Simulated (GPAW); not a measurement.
# HfC (P6_3/mmc) in GPAW: further runs

One crystal, HfC, is run at these levels: PBEsol, LDA; tasks: single point.

Program: GPAW 26.7.0. These are calculated values, not measurements. Logs are shortened: lines on timing, memory, paths and dates and some standing lists are left out, and cuts for length are marked. The log counts tension as positive stress, the text compression.

## 1. The crystal as given

It takes space group P6_3/mmc (No. 194, hexagonal). The conventional cell has a = 3.343 Å, b = 3.343 Å, c = 5.203 Å, α = 90.00°, β = 90.00°, γ = 120.00°. Hf (site symmetry -6m2) is surrounded by 6 C at 2.33 Å. C (site symmetry -3m) has 6 Hf at 2.33 Å and 2 C at 2.60 Å as nearest neighbours.

The cell comes from a database or a generator and needn't be the stable form of this composition.

## 2. Single point, PBEsol

Contents of run.py:

```python
from ase.dft.bandgap import bandgap
from ase.io import read, write
from ase.units import GPa
from gpaw import GPAW, PW, setup_paths

setup_paths.insert(0, '.')

atoms = read('HfC.xyz')

calc = GPAW(mode=PW(800),
            xc='PBEsol',
            kpts={'size': (9, 9, 5), 'gamma': True},
            occupations={'name': 'methfessel-paxton', 'order': 0, 'width': 0.1},
            nbands=31,
            convergence={'density': 1e-05, 'energy': 1e-05},
            maxiter=150,
            txt='gpaw.txt')
atoms.calc = calc
energy = atoms.get_potential_energy()
forces = atoms.get_forces()
stress = atoms.get_stress()
calc.write('gs.gpw')
write('result.traj', atoms)
print(f'Energy: {energy:.6f} eV')
print('Forces (eV/A):')
print(forces.round(4))
print('Stress (GPa):', (stress / GPa).round(3))
print('Fermi level:', round(calc.get_fermi_level(), 4), 'eV')
print(f'Gap: {bandgap(calc)[0]:.4f} eV, direct: {bandgap(calc, direct=True)[0]:.4f} eV')
```

Contents of HfC.xyz:

```xyz
4
Lattice="3.3428660531 0.0000000000 0.0000000000 -1.6714330265 2.8950069234 0.0000000000 0.0000000000 0.0000000000 5.2027140000" Properties=species:S:1:pos:R:3 pbc="T T T"
Hf    -0.0000000001      1.9300046157      1.3006785000
Hf     1.6714330267      0.9650023077      3.9020355000
C      0.0000000000      0.0000000000      2.6013570000
C      0.0000000000      0.0000000000      0.0000000000
```

Potentials or basis: PAW data sets generated in the run's folder for this functional, pw.

Started as:

```sh
gpaw-setup -f PBEsol C Hf
OMP_NUM_THREADS=1 python run.py
```

gpaw.txt:

```text
__  _  _
 | _ |_)|_||  |
 |__||  | ||/\| - 26.7.0

Input parameters:
  mode=PW(ecut=800.0),
  convergence={'density': 1e-05, 'energy': 1e-05},
  kpts=MonkhorstPack(size=(9, 9, 5), gamma=True),
  maxiter=150,
  nbands=31,
  occupations=Occupations(name='methfessel-paxton', order=0, width=0.1),
  xc=XC(name='PBEsol')

Diagonalizing LCAO Hamiltonian
Converting LCAO to pw mode

            Hf

       C Hf

       C

Atoms  # Å, Bohr magnetons
|   | symbol |         x |        y |        z |    initial magnetic moments |
|---|--------|-----------|----------|----------|-----------------------------|
| 0 |     Hf | -0.000000 | 1.930005 | 1.300679 | ( 0.0000,  0.0000,  0.0000) |
| 1 |     Hf |  1.671433 | 0.965002 | 3.902036 | ( 0.0000,  0.0000,  0.0000) |
| 2 |      C |  0.000000 | 0.000000 | 2.601357 | ( 0.0000,  0.0000,  0.0000) |
| 3 |      C |  0.000000 | 0.000000 | 0.000000 | ( 0.0000,  0.0000,  0.0000) |

Unit cell  # Å
| periodic |         x |        y |        z |  lengths |     angles |
|----------|-----------|----------|----------|----------|------------|
|      yes |  3.342866 | 0.000000 | 0.000000 | 3.342866 |  90.000000 |
|      yes | -1.671433 | 2.895007 | 0.000000 | 3.342866 |  90.000000 |
|      yes |  0.000000 | 0.000000 | 5.202714 | 5.202714 | 120.000000 |

Number of symmetries: 12
Symmetry operations  # r_c * U_cc + t_c -> r_c
|    | kind |            matrix            |
|----|------|------------------------------|
|  0 |  σ   |  1, 1, 0,  0,-1, 0,  0, 0, 1 |
|  1 |  S6  |  1, 1, 0, -1, 0, 0,  0, 0,-1 |
|  2 |  E   |  1, 0, 0,  0, 1, 0,  0, 0, 1 |
|  3 |  C2  |  1, 0, 0, -1,-1, 0,  0, 0,-1 |
|  4 |  C2  |  0, 1, 0,  1, 0, 0,  0, 0,-1 |
|  5 |  C3  |  0, 1, 0, -1,-1, 0,  0, 0, 1 |
|  6 |  S6  |  0,-1, 0,  1, 1, 0,  0, 0,-1 |
|  7 |  σ   |  0,-1, 0, -1, 0, 0,  0, 0, 1 |
|  8 |  σ   | -1, 0, 0,  1, 1, 0,  0, 0, 1 |
|  9 |  i   | -1, 0, 0,  0,-1, 0,  0, 0,-1 |
| 10 |  C3  | -1,-1, 0,  1, 0, 0,  0, 0, 1 |
| 11 |  C2  | -1,-1, 0,  0, 1, 0,  0, 0,-1 |

BZ-sampling:
  Number of BZ points: 405
  Number of IBZ points: 50

  Monkhorst-Pack size: [9, 9, 5]
  Monkhorst-Pack shift: [0, 0, 0]

K-points  # in reciprocal-cell coordinates
|     |                                coordinates |     weight |
|-----|--------------------------------------------|------------|
|   0 | (  0.00000000,   0.00000000,   0.00000000) | 0.00246914 |
|   1 | (  0.00000000,   0.00000000,   0.20000000) | 0.00493827 |
|   2 | (  0.00000000,   0.00000000,   0.40000000) | 0.00493827 |
|   3 | (  0.11111111,   0.00000000,  -0.40000000) | 0.01481481 |
|   4 | (  0.11111111,   0.00000000,  -0.20000000) | 0.01481481 |
|   5 | (  0.11111111,   0.00000000,   0.00000000) | 0.01481481 |
|   6 | (  0.11111111,   0.00000000,   0.20000000) | 0.01481481 |
|   7 | (  0.11111111,   0.00000000,   0.40000000) | 0.01481481 |
|   8 | (  0.22222222,  -0.11111111,   0.00000000) | 0.01481481 |
|   9 | (  0.22222222,  -0.11111111,   0.20000000) | 0.02962963 |
| ... |                                            |            |
|  49 | (  0.44444444,   0.44444444,   0.40000000) | 0.02962963 |

Plane wave coefficients: 2621
Cutoff: 800.0 eV

Spin-components: 1 (collinear spins)
Bands:           31
Projectors:      22
Spin-degeneracy: 2
Datatype:        complex128

Parallelization:
  kpt:    1
  domain: 1
  band:   1

Density:
  Valence electrons: 32.0
  Components: 1
  Grid points: [24 24 35]
  Charge: 0.0  # |e|

Potential:
  Grid points: [24 24 35]

species:
  Hf:
    name:    Hafnium
    Z:       72.0
    valence: 12
    core:    60
    charge:  0.0  # [|e|]
    compensation charges:
      type: gauss
      rc: 0.41  # [Å]
      lmax: 2
    cutoffs:
      filter: 2.36  # [Å]
      core: 4.02  # [Å]
    projectors
    | kind |    occ | energy [eV] | rcut [Å] |
    |------|--------|-------------|----------|
    |   5s |  2.000 |     -66.855 |    1.397 |
    |   6s |  2.000 |      -5.120 |    1.397 |
    |   5p |  6.000 |     -35.615 |    1.307 |
    |   6p |  0.000 |      -1.375 |    1.307 |
    |   5d |  2.000 |      -2.724 |    1.334 |
    |    d |        |      24.487 |    1.334 |

    Using partial waves for Hf as LCAO basis

  C:
    name:    Carbon
    Z:       6.0
    valence: 4
    core:    2
    charge:  0.0  # [|e|]
    compensation charges:
      type: gauss
      rc: 0.20  # [Å]
      lmax: 2
    cutoffs:
      filter: 1.14  # [Å]
      core: 1.14  # [Å]
    projectors
    | kind |    occ | energy [eV] | rcut [Å] |
    |------|--------|-------------|----------|
    |   2s |  2.000 |     -13.648 |    0.635 |
    |   2p |  2.000 |      -5.232 |    0.635 |
    |    s |        |      13.563 |    0.635 |
    |    p |        |      21.979 |    0.635 |
    |    d |        |       0.000 |    0.635 |

    Using partial waves for C as LCAO basis

Reference energy: -821570.674565  # eV

eigensolver:
  PPCG
  Converge bands: occupied
  niter=2

density mixing:
  MSR1-Mixer
  Pratt-step length: 0.05
  Maximum mixing coefficient: 0.75
  Old densities: 10
  SVD Regularization: 0.005
  Good broyden scale: 1.0
  Trust region scale: 1.0
  Backstep threshold: 4.0
  History deletion threshold: 6.0
  Fourier metric: weight=20.0, sigma=0.015

occupation numbers:
  Methfessel-Paxton:
    width: 0.1000  # eV
    order: 0

poisson solver:
  ecut: 6400.0  # eV

xc functional:
  name: PBEsol with 2 nearest neighbor stencil

convergence criteria:
[... 6 lines left out ...]
|iter     | |      energy | eigst |  dens |
|---------|-|-------------|-------|-------|
|iter:   1| |  -41.832145 | -0.17 |       |
|iter:   2| |  -40.756671 | -2.17 | -0.84 |
|iter:   3| |  -38.615364 | -1.35 | -0.92 |
|iter:   4| |  -38.614673 | -2.81 | -1.57 |
|iter:   5| |  -38.630955 | -3.06 | -1.81 |
|iter:   6| |  -38.631225 | -4.81 | -2.79 |
|iter:   7| |  -38.631235c| -6.09 | -3.45 |
|iter:   8| |  -38.631236c| -7.48c| -4.12 |
|iter:   9| |  -38.631236c| -7.84c| -4.97 |
|iter:  10| |  -38.631236c| -8.17c| -5.07c|

Converged in 10 steps
Energy contributions relative to reference atoms: (reference = -821570.674565)

Energy contributions:
  Kinetic:          32.283414
  Coulomb:         -33.679602
  Zero:             -0.804853
  External:          0.000000
  Xc:              -36.428658
  Entropy:          -0.003073
  Spinorbit:         0.000000
  ----------------------------
  Free energy:     -38.632773
  Extrapolated:    -38.631236

dipole moment: (-6.650407, -11.518843, -10.350470)  # |e|*Ang

Fermi level: 11.240
Eigenvalues  # (at kpt = [0.000, 0.000, 0.000])
| band index |      eig [eV] | occ [0-2] |
|------------|---------------|-----------|
|          0 |       -49.971 |     2.000 |
|        ... |               |           |
|          7 |       -18.581 |     2.000 |
|          8 |        -1.663 |     2.000 |
|          9 |         2.725 |     2.000 |
|         10 |         4.410 |     2.000 |
|         11 |         8.183 |     2.000 |
|         12 |         8.183 |     2.000 |
|         13 |        10.105 |     2.000 |
|         14 |        10.105 |     2.000 |
|         15 |        12.275 |     0.000 |
|         16 |        12.693 |     0.000 |
|         17 |        12.693 |     0.000 |
|         18 |        13.166 |     0.000 |
|         19 |        13.166 |     0.000 |
|         20 |        13.623 |     0.000 |
|         21 |        14.734 |     0.000 |
|         22 |        15.329 |     0.000 |
|        ... |               |           |
|         30 |        25.215 |     0.000 |

No gap
No difference between direct/indirect transitions

Forces  # eV/Ang
|        x |        y |        z |
|----------|----------|----------|
|  0.00000 |  0.00000 |  0.00002 |  # Hf   0
|  0.00000 | -0.00000 | -0.00002 |  # Hf   1
| -0.00000 | -0.00000 |  0.00000 |  # C    2
| -0.00000 |  0.00000 |  0.00000 |  # C    3

Stress tensor  # eV/Ang^3
|         x |         y |         z |
|-----------|-----------|-----------|
|  0.045546 | -0.000000 |  0.000000 |
| -0.000000 |  0.045546 | -0.000000 |
|  0.000000 | -0.000000 |  0.026775 |

# Writing to gs.gpw (mode='')
```

Wall time 2.3 min (1 thread of Arm Neoverse N1, shared host); peak memory 0.25 GiB.

What came out:

```
Free energy            : -38.6328 eV
Pressure               : -6.3 GPa
Band gap on the k mesh : none (metal or under the smearing width)
```

The run has no spin-orbit coupling, so splittings on Hf are missing.

## 3. Single point, LDA

Edit run.py of step 2 so:

```diff
@@ -3,5 +3,3 @@
 from ase.units import GPa
-from gpaw import GPAW, PW, setup_paths
-
-setup_paths.insert(0, '.')
+from gpaw import GPAW, PW
 
@@ -10,5 +8,5 @@
 calc = GPAW(mode=PW(800),
-            xc='PBEsol',
+            xc='LDA',
             kpts={'size': (9, 9, 5), 'gamma': True},
-            occupations={'name': 'methfessel-paxton', 'order': 0, 'width': 0.1},
+            occupations={'name': 'methfessel-paxton', 'order': 0, 'width': 0.02},
             nbands=31,
```

HfC.xyz is that of step 2.

Potentials or basis: the program's PAW data sets (release 1.2.1) made for this functional, pw.

Started as:

```sh
OMP_NUM_THREADS=1 python run.py
```

gpaw.txt:

```text
__  _  _
 | _ |_)|_||  |
 |__||  | ||/\| - 26.7.0

Input parameters:
  mode=PW(ecut=800.0),
  convergence={'density': 1e-05, 'energy': 1e-05},
  kpts=MonkhorstPack(size=(9, 9, 5), gamma=True),
  maxiter=150,
  nbands=31,
  occupations=Occupations(name='methfessel-paxton', order=0, width=0.02),
  xc=XC(name='LDA')

Diagonalizing LCAO Hamiltonian
Converting LCAO to pw mode

            Hf

       C Hf

       C

Atoms  # Å, Bohr magnetons
|   | symbol |         x |        y |        z |    initial magnetic moments |
|---|--------|-----------|----------|----------|-----------------------------|
| 0 |     Hf | -0.000000 | 1.930005 | 1.300679 | ( 0.0000,  0.0000,  0.0000) |
| 1 |     Hf |  1.671433 | 0.965002 | 3.902036 | ( 0.0000,  0.0000,  0.0000) |
| 2 |      C |  0.000000 | 0.000000 | 2.601357 | ( 0.0000,  0.0000,  0.0000) |
| 3 |      C |  0.000000 | 0.000000 | 0.000000 | ( 0.0000,  0.0000,  0.0000) |

Unit cell  # Å
| periodic |         x |        y |        z |  lengths |     angles |
|----------|-----------|----------|----------|----------|------------|
|      yes |  3.342866 | 0.000000 | 0.000000 | 3.342866 |  90.000000 |
|      yes | -1.671433 | 2.895007 | 0.000000 | 3.342866 |  90.000000 |
|      yes |  0.000000 | 0.000000 | 5.202714 | 5.202714 | 120.000000 |

Number of symmetries: 12
Symmetry operations  # r_c * U_cc + t_c -> r_c
|    | kind |            matrix            |
|----|------|------------------------------|
|  0 |  σ   |  1, 1, 0,  0,-1, 0,  0, 0, 1 |
|  1 |  S6  |  1, 1, 0, -1, 0, 0,  0, 0,-1 |
|  2 |  E   |  1, 0, 0,  0, 1, 0,  0, 0, 1 |
|  3 |  C2  |  1, 0, 0, -1,-1, 0,  0, 0,-1 |
|  4 |  C2  |  0, 1, 0,  1, 0, 0,  0, 0,-1 |
|  5 |  C3  |  0, 1, 0, -1,-1, 0,  0, 0, 1 |
|  6 |  S6  |  0,-1, 0,  1, 1, 0,  0, 0,-1 |
|  7 |  σ   |  0,-1, 0, -1, 0, 0,  0, 0, 1 |
|  8 |  σ   | -1, 0, 0,  1, 1, 0,  0, 0, 1 |
|  9 |  i   | -1, 0, 0,  0,-1, 0,  0, 0,-1 |
| 10 |  C3  | -1,-1, 0,  1, 0, 0,  0, 0, 1 |
| 11 |  C2  | -1,-1, 0,  0, 1, 0,  0, 0,-1 |

BZ-sampling:
  Number of BZ points: 405
  Number of IBZ points: 50

  Monkhorst-Pack size: [9, 9, 5]
  Monkhorst-Pack shift: [0, 0, 0]

K-points  # in reciprocal-cell coordinates
|     |                                coordinates |     weight |
|-----|--------------------------------------------|------------|
|   0 | (  0.00000000,   0.00000000,   0.00000000) | 0.00246914 |
|   1 | (  0.00000000,   0.00000000,   0.20000000) | 0.00493827 |
|   2 | (  0.00000000,   0.00000000,   0.40000000) | 0.00493827 |
|   3 | (  0.11111111,   0.00000000,  -0.40000000) | 0.01481481 |
|   4 | (  0.11111111,   0.00000000,  -0.20000000) | 0.01481481 |
|   5 | (  0.11111111,   0.00000000,   0.00000000) | 0.01481481 |
|   6 | (  0.11111111,   0.00000000,   0.20000000) | 0.01481481 |
|   7 | (  0.11111111,   0.00000000,   0.40000000) | 0.01481481 |
|   8 | (  0.22222222,  -0.11111111,   0.00000000) | 0.01481481 |
|   9 | (  0.22222222,  -0.11111111,   0.20000000) | 0.02962963 |
| ... |                                            |            |
|  49 | (  0.44444444,   0.44444444,   0.40000000) | 0.02962963 |

Plane wave coefficients: 2621
Cutoff: 800.0 eV

Spin-components: 1 (collinear spins)
Bands:           31
Projectors:      22
Spin-degeneracy: 2
Datatype:        complex128

Parallelization:
  kpt:    1
  domain: 1
  band:   1

Density:
  Valence electrons: 32.0
  Components: 1
  Grid points: [24 24 35]
  Charge: 0.0  # |e|

Potential:
  Grid points: [24 24 35]

species:
  Hf:
    name:    Hafnium
    Z:       72.0
    valence: 12
    core:    60
    charge:  0.0  # [|e|]
    compensation charges:
      type: gauss
      rc: 0.41  # [Å]
      lmax: 2
    cutoffs:
      filter: 2.36  # [Å]
      core: 4.02  # [Å]
    projectors
    | kind |    occ | energy [eV] | rcut [Å] |
    |------|--------|-------------|----------|
    |   5s |  2.000 |     -66.988 |    1.397 |
    |   6s |  2.000 |      -5.250 |    1.397 |
    |   5p |  6.000 |     -35.740 |    1.307 |
    |   6p |  0.000 |      -1.470 |    1.307 |
    |   5d |  2.000 |      -2.880 |    1.334 |
    |    d |        |      24.331 |    1.334 |

    Using partial waves for Hf as LCAO basis

  C:
    name:    Carbon
    Z:       6.0
    valence: 4
    core:    2
    charge:  0.0  # [|e|]
    compensation charges:
      type: gauss
      rc: 0.20  # [Å]
      lmax: 2
    cutoffs:
      filter: 1.14  # [Å]
      core: 1.14  # [Å]
    projectors
    | kind |    occ | energy [eV] | rcut [Å] |
    |------|--------|-------------|----------|
    |   2s |  2.000 |     -13.639 |    0.635 |
    |   2p |  2.000 |      -5.414 |    0.635 |
    |    s |        |      13.573 |    0.635 |
    |    p |        |      21.797 |    0.635 |
    |    d |        |       0.000 |    0.635 |

    Using partial waves for C as LCAO basis

Reference energy: -821320.262052  # eV

eigensolver:
  PPCG
  Converge bands: occupied
  niter=2

density mixing:
  MSR1-Mixer
  Pratt-step length: 0.05
  Maximum mixing coefficient: 0.75
  Old densities: 10
  SVD Regularization: 0.005
  Good broyden scale: 1.0
  Trust region scale: 1.0
  Backstep threshold: 4.0
  History deletion threshold: 6.0
  Fourier metric: weight=20.0, sigma=0.015

occupation numbers:
  Methfessel-Paxton:
    width: 0.0200  # eV
    order: 0

poisson solver:
  ecut: 6400.0  # eV

xc functional:
  name: None

convergence criteria:
[... 6 lines left out ...]
|iter     | |      energy | eigst |  dens |
|---------|-|-------------|-------|-------|
|iter:   1| |  -43.631617 | -0.17 |       |
|iter:   2| |  -42.443003 | -2.15 | -0.82 |
|iter:   3| |  -40.175382 | -1.36 | -0.90 |
|iter:   4| |  -40.158333 | -2.80 | -1.54 |
|iter:   5| |  -40.171078 | -3.11 | -1.80 |
|iter:   6| |  -40.171220 | -4.61 | -2.70 |
|iter:   7| |  -40.171231c| -6.06 | -3.39 |
|iter:   8| |  -40.171232c| -7.34 | -4.03 |
|iter:   9| |  -40.171232c| -7.79c| -4.81 |
|iter:  10| |  -40.171232c| -8.31c| -5.15c|

Converged in 10 steps
Energy contributions relative to reference atoms: (reference = -821320.262052)

Energy contributions:
  Kinetic:          29.855901
  Coulomb:         -31.346086
  Zero:             -0.841770
  External:          0.000000
  Xc:              -37.839144
  Entropy:          -0.000266
  Spinorbit:         0.000000
  ----------------------------
  Free energy:     -40.171365
  Extrapolated:    -40.171232

dipole moment: (-6.642342, -11.504874, -10.337918)  # |e|*Ang

Fermi level: 11.017
Eigenvalues  # (at kpt = [0.000, 0.000, 0.000])
| band index |      eig [eV] | occ [0-2] |
|------------|---------------|-----------|
|          0 |       -50.184 |     2.000 |
|        ... |               |           |
|          7 |       -18.793 |     2.000 |
|          8 |        -1.732 |     2.000 |
|          9 |         2.690 |     2.000 |
|         10 |         4.252 |     2.000 |
|         11 |         7.993 |     2.000 |
|         12 |         7.993 |     2.000 |
[... 8 lines left out ...]
|         21 |        14.523 |     0.000 |
|         22 |        15.212 |     0.000 |
|        ... |               |           |
|         30 |        25.076 |     0.000 |

No gap
No difference between direct/indirect transitions

Forces  # eV/Ang
|       x |        y |        z |
|---------|----------|----------|
| 0.00000 |  0.00000 |  0.00005 |  # Hf   0
| 0.00000 | -0.00000 | -0.00005 |  # Hf   1
| 0.00000 |  0.00000 |  0.00000 |  # C    2
| 0.00000 |  0.00000 |  0.00000 |  # C    3

Stress tensor  # eV/Ang^3
|         x |         y |         z |
|-----------|-----------|-----------|
|  0.083398 | -0.000000 |  0.000000 |
| -0.000000 |  0.083398 | -0.000000 |
|  0.000000 | -0.000000 |  0.060126 |

# Writing to gs.gpw (mode='')
```

stdout:

```text
Energy: -40.171232 eV
Forces (eV/A):
[[ 0.      0.      0.0001]
 [ 0.     -0.     -0.0001]
 [ 0.      0.      0.    ]
 [ 0.      0.      0.    ]]
Stress (GPa): [13.362 13.362  9.633 -0.     0.    -0.   ]
Fermi level: 11.0165 eV
Gap: 0.0000 eV, direct: 0.0000 eV
```

It took 2.1 min on 1 thread of Arm Neoverse N1, shared host; peak memory 0.25 GiB.

Results:

| Property | Result |
| --- | --- |
| Free energy | -40.1714 eV |
| Pressure | -12.1 GPa |
| Band gap on the k mesh | none (metal or under the smearing width) |

The run has no spin-orbit coupling, so splittings on Hf are missing.
